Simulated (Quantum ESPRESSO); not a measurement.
Crystal: CsSnBr3.

```xyz
5
Lattice="5.8390 0.0000 0.0000 0.0000 5.8390 0.0000 0.0000 0.0000 5.8390" Properties=species:S:1:pos:R:3 pbc="T T T"
Cs    0.0000    0.0000    0.0000
Sn    2.9195    2.9195    2.9195
Br    0.0000    2.9195    2.9195
Br    2.9195    2.9195    0.0000
Br    2.9195    0.0000    2.9195
```

The cell is a database's computed one.

Base run:

```yaml
Program: Quantum ESPRESSO 7.5
Functional: PBE
Potentials_or_basis: SSSP 1.3 efficiency PBE
Cutoff: 816 eV
Density_cutoff: 6531 eV
k_mesh: 5 × 5 × 5
Occupations: fermi-dirac, width 0.05 eV
Spin: no spin polarisation
```

Its results: pressure 0.5 GPa.

Task: The run is repeated on the same cell with these changes: functional from PBE to LDA; potentials or basis from SSSP 1.3 efficiency PBE to GBRV 1.5 LDA; cutoff from 816 eV to 925 eV; density cutoff from 6531 eV to 7401 eV. What comes out?

Result: Pressure -2.1 GPa.
